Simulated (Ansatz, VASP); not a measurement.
Two plane-wave programs on SnTe

```xyz
2
Lattice="0.0000 3.1297 3.1297 3.1297 0.0000 3.1297 3.1297 3.1297 0.0000" Properties=species:S:1:pos:R:3 pbc="T T T"
Te    3.1297    3.1297    3.1297
Sn    0.0000    0.0000    0.0000
```

Change from the starting cell: volume scaled by 0.98.

Alike in both runs: task single point; functional PBE; k mesh 7 × 7 × 7; occupations fermi-dirac, width 0.05 eV; no spin polarisation.

|  | VASP | Ansatz |
| --- | --- | --- |
| version | VASP 6.6.1 | Ansatz 0.2.0 |
| potentials or method | VASP PAW PBE potentials, release 64 (Te, Sn_d) | Ansatz PAW |
| plane-wave cutoff (eV) | 520 | 420 |
| valence electrons in the cell | 20 | 30 |

|  | VASP | Ansatz | Ansatz less VASP |
| --- | --- | --- | --- |
| gap on the k mesh at the Fermi level (eV) | 0.67 | 0.67 | +0.001 |
| least direct gap on the mesh (eV) | 0.67 | 0.67 | +0.001 |
| pressure (GPa) | 3.3 | 3.3 | +0.02 |

The two sets of potentials don't hold the same shells in valence.

The runs have no spin-orbit coupling, so splittings on Te are missing.
